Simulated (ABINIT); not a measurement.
# WC (Qusongite) (P-6m2) in ABINIT: reference runs, part 2 of 2

ABINIT 10.8.3 (patched build).

### 3 Single point, PBEsol (atoms moved at random, drawn with an rms of 0.05 Å)

The input, run.abi:

```
# Pseudopotentials
pp_dirpath "./"
pseudos "W.upf, C.upf"

# Structure
acell 5.4924889812 5.4924889812 5.3603971251
rprim
     1.0000000000     0.0000000000     0.0000000000
    -0.5000000000     0.8660254038     0.0000000000
     0.0000000000     0.0000000000     1.0000000000
ntypat 2
znucl 74 6
natom 2
typat 1 2
xcart
     0.0075743390     0.0168092127     0.0552399484
     1.5104063225     0.8176758221     1.4748618040 Angstrom
chkprim 0
chksymtnons 0
tolsym 1.0e-6

# Plane-wave basis
ecut 41.0

# k points
kptopt 1
ngkpt 10 10 9
nshiftk 1
shiftk 0.0 0.0 0.0

# Exchange and correlation
ixc -116133

# Bands and occupations
nband 13
occopt 3
tsmear 0.05 eV

# SCF cycle
nstep 100
tolvrs 1.0e-10

# Output
iomode 3
prtwf 0
prtden 0
prteig 0
prtebands 0
```

Potentials or basis: PseudoDojo NC SR PBEsol v0.4.1 standard.

Run with:

```
$ abinit run.abi > log 2>&1
```

run.abo:

```text
.Version 10.8.3 of ABINIT
 Symmetries : space group P1 (#  1); Bravais aP (primitive triclinic)
================================================================================
 Values of the parameters that define the memory need of the present run
     intxc =       0    ionmov =       0      iscf =       7    lmnmax =       8
     lnmax =       8     mgfft =      32  mpssoang =       4    mqgrid =    3001
     natom =       2  nloc_mem =       1    nspden =       1   nspinor =       1
    nsppol =       1      nsym =       1    n1xccc =    2501    ntypat =       2
    occopt =       3   xclevel =       2
       mpw =        1776          nfft =       32768          nkpt =         452
================================================================================
================================================================================

--------------------------------------------------------------------------------
------------- Echo of variables that govern the present computation ------------
--------------------------------------------------------------------------------
 -outvars: echo values of preprocessed input variables --------
            acell      5.4924889812E+00  5.4924889812E+00  5.3603971251E+00 Bohr
              amu      1.83850000E+02  1.20110000E+01
          chkprim           0
      chksymtnons           0
             ecut      4.10000000E+01 Hartree
                       outvar_i_n : Printing only first  50 k-points.
              ixc     -116133
                       outvar_i_n : Printing only first  50 k-points.
         kptrlatt       10    0    0      0   10    0      0    0    9
          kptrlen      4.82435741E+01
            natom           2
            nband          13
            ngfft          32      32      32
             nkpt         452
            nstep         100
             nsym           1
           ntypat           2
                       prtocc : prtvol=0, do not print more k-points.
           occopt           3
           prtden           0
        prtebands           0
           prteig           0
            prtwf           0
            rprim      1.0000000000E+00  0.0000000000E+00  0.0000000000E+00
                      -5.0000000000E-01  8.6602540380E-01  0.0000000000E+00
                       0.0000000000E+00  0.0000000000E+00  1.0000000000E+00
          spgroup           1
           tolsym      1.00000000E-06
           tolvrs      1.00000000E-10
           tsmear      1.83746611E-03 Hartree
            typat      1  2
                       outvars : Printing only first  50 k-points.
           xangst      7.5743390000E-03  1.6809212700E-02  5.5239948400E-02
                       1.5104063225E+00  8.1767582210E-01  1.4748618040E+00
            xcart      1.4313426295E-02  3.1764808395E-02  1.0438837369E-01
                       2.8542542884E+00  1.5451833635E+00  2.7870848831E+00
             xred      5.9449999962E-03  6.6779999888E-03  1.9474000013E-02
                       6.8208900046E-01  3.2484800022E-01  5.1994000035E-01
            znucl       74.00000    6.00000

================================================================================

 chkinp: Checking input parameters for consistency.

================================================================================
== DATASET  1 ==================================================================

--- !DatasetInfo
iteration_state: {dtset: 1, }
dimensions: {natom: 2, nkpt: 452, mband: 13, nsppol: 1, nspinor: 1, nspden: 1, mpw: 1776, }
cutoff_energies: {ecut:  41.0, pawecutdg:  -1.0, }
electrons: {nelect:   1.80000000E+01, charge:   0.00000000E+00, occopt:   3.00000000E+00, tsmear:   1.83746611E-03, }
meta: {optdriver: 0, ionmov: 0, optcell: 0, iscf: 7, paral_kgb: 0, }
...

 Real(R)+Recip(G) space primitive vectors, cartesian coordinates (Bohr,Bohr^-1):
 R(1)=  5.4924890  0.0000000  0.0000000  G(1)=  0.1820668  0.1051163  0.0000000
 R(2)= -2.7462445  4.7566350  0.0000000  G(2)=  0.0000000  0.2102327  0.0000000
 R(3)=  0.0000000  0.0000000  5.3603971  G(3)=  0.0000000  0.0000000  0.1865533
 Unit cell volume ucvol=  1.4004448E+02 bohr^3
 Angles (23,13,12)=  9.00000000E+01  9.00000000E+01  1.20000000E+02 degrees

[... 53 lines left out ...]
convergence: {deltae:  3.268E-13, res2:  2.983E-13, residm:  5.199E-04, diffor: null, }
etotal    :  -8.18530153E+01
entropy   :   0.00000000E+00
fermie    :   6.36912033E-01
cartesian_stress_tensor: # hartree/bohr^3
- [  2.49177862E-05,   6.99807661E-05,  -9.96980284E-07, ]
- [  6.99807661E-05,   1.30886836E-04,   7.16888800E-07, ]
- [ -9.96980284E-07,   7.16888800E-07,   9.60931260E-05, ]
pressure_GPa:  -2.4704E+00
xred      :
- [  5.9450E-03,   6.6780E-03,   1.9474E-02,  W]
- [  6.8209E-01,   3.2485E-01,   5.1994E-01,  C]
cartesian_forces: # hartree/bohr
- [  1.60068644E-02,  -1.19610191E-02,   3.67547564E-04, ]
- [ -1.60068644E-02,   1.19610191E-02,  -3.67547564E-04, ]
force_length_stats: {min:   1.99855141E-02, max:   1.99855141E-02, mean:   1.99855141E-02, }
...

 Integrated electronic density in atomic spheres:
 ------------------------------------------------
 Atom  Sphere_radius  Integrated_density
    1        2.00000         10.19161377
    2        2.00000          4.07175642
================================================================================

 ----iterations are completed or convergence reached----

 Mean square residual over all n,k,spin=   44.027E-08; max=  51.988E-05
 reduced coordinates (array xred) for    2 atoms
       0.005944999996      0.006677999989      0.019474000013
       0.682089000463      0.324848000216      0.519940000354
 rms dE/dt=  7.7254E-02; max dE/dt=  1.0085E-01; dE/dt below (all hartree)
    1      -0.087917526489      0.100852974629     -0.001970225849
    2       0.087917525713     -0.100852955264      0.001970175963

 cartesian coordinates (angstrom) at end:
    1      0.00757433900000     0.01680921270000     0.05523994840000
    2      1.51040632250000     0.81767582210000     1.47486180400000

 cartesian forces (hartree/bohr) at end:
    1      0.01600686435642    -0.01196101909056     0.00036754756417
    2     -0.01600686435642     0.01196101909056    -0.00036754756417
 frms,max,avg= 1.1538642E-02 1.6006864E-02   7.060E-11 -1.995E-09  4.653E-09 h/b

 cartesian forces (eV/Angstrom) at end:
    1      0.82310605957863    -0.61506033117736     0.01890005565850
    2     -0.82310605957863     0.61506033117736    -0.01890005565850
 frms,max,avg= 5.9334083E-01 8.2310606E-01   3.630E-09 -1.026E-07  2.393E-07 e/A
 length scales=  5.492488981200  5.492488981200  5.360397125100 bohr
              =  2.906499998015  2.906499998015  2.836599998068 angstroms
 Fermi (or HOMO) energy (hartree) =   0.63691   Average Vxc (hartree)=  -0.52657
 Eigenvalues (hartree) for nkpt= 452  k points:
 kpt#   1, nband= 13, wtk=  0.00111, kpt=  0.0000  0.0000  0.0000 (reduced coord)
  -2.08147   -0.75816   -0.75404   -0.75395    0.10564    0.47627    0.51088    0.51790
   0.63900    0.75302    0.75715    0.82504    0.85525
      occupation numbers for kpt#   1
   2.00000    2.00000    2.00000    2.00000    2.00000    2.00000    2.00000    2.00000
   0.48534    0.00000    0.00000    0.00000    0.00000
 prteigrs : prtvol=0 or 1, do not print more k-points.

--- !EnergyTerms
iteration_state     : {dtset: 1, }
comment             : Components of total free energy in Hartree
kinetic             :  2.43858367939074E+01
hartree             :  8.74133382047860E+00
xc                  : -1.86229547553838E+01
Ewald energy        : -6.60021568458749E+01
psp_core            :  2.03885031702609E+00
local_psp           : -4.48337981202435E+01
non_local_psp       :  1.24399418948058E+01
internal            : -8.18529468952844E+01
'-kT*entropy'       : -6.84393253648400E-05
total_energy        : -8.18530153346098E+01
total_energy_eV     : -2.22733401566827E+03
band_energy         : -4.31116603206953E+00
...

 Cartesian components of stress tensor (hartree/bohr^3)
  sigma(1 1)=  2.49177862E-05  sigma(3 2)=  7.16888800E-07
  sigma(2 2)=  1.30886836E-04  sigma(3 1)= -9.96980284E-07
  sigma(3 3)=  9.60931260E-05  sigma(2 1)=  6.99807661E-05

-Cartesian components of stress tensor (GPa)         [Pressure= -2.4704E+00 GPa]
- sigma(1 1)=  7.33106581E-01  sigma(3 2)=  2.10915967E-02
- sigma(2 2)=  3.85082367E+00  sigma(3 1)= -2.93321727E-02
- sigma(3 3)=  2.82715737E+00  sigma(2 1)=  2.05890522E+00

== END DATASET(S) ==============================================================
================================================================================

 -outvars: echo values of variables after computation  --------
            acell      5.4924889812E+00  5.4924889812E+00  5.3603971251E+00 Bohr
           etotal     -8.1853015335E+01
            fcart      1.6006864356E-02 -1.1961019091E-02  3.6754756417E-04
                      -1.6006864356E-02  1.1961019091E-02 -3.6754756417E-04
            rprim      1.0000000000E+00  0.0000000000E+00  0.0000000000E+00
                      -5.0000000000E-01  8.6602540380E-01  0.0000000000E+00
                       0.0000000000E+00  0.0000000000E+00  1.0000000000E+00
           strten      2.4917786228E-05  1.3088683604E-04  9.6093126007E-05
                       7.1688880032E-07 -9.9698028443E-07  6.9980766109E-05
           xangst      7.5743390000E-03  1.6809212700E-02  5.5239948400E-02
                       1.5104063225E+00  8.1767582210E-01  1.4748618040E+00
             xred      5.9449999962E-03  6.6779999888E-03  1.9474000013E-02
                       6.8208900046E-01  3.2484800022E-01  5.1994000035E-01
 Calculation completed.
```

Wall time 4.4 min (1 thread of Arm Neoverse V2, shared host); peak memory 0.22 GiB.

Results:

| Property | Result |
| --- | --- |
| Free energy | -2227.3340 eV |
| Pressure | -2.5 GPa |
| Largest force | 1.028 eV/Å |
| Band gap on the k mesh | none (metal or under the smearing width) |
| Valence electrons inside the program's atomic spheres | W 10.19; C 4.07 |

Forces in eV/Å, atoms in the order of the input:
```
W    0.823 -0.615  0.019
C   -0.823  0.615 -0.019
```

Stress tensor (GPa, compression positive):
```
-0.73 -2.06  0.03
-2.06 -3.85 -0.02
 0.03 -0.02 -2.83
```

Spin-orbit coupling is left out, which matters for the levels of W.
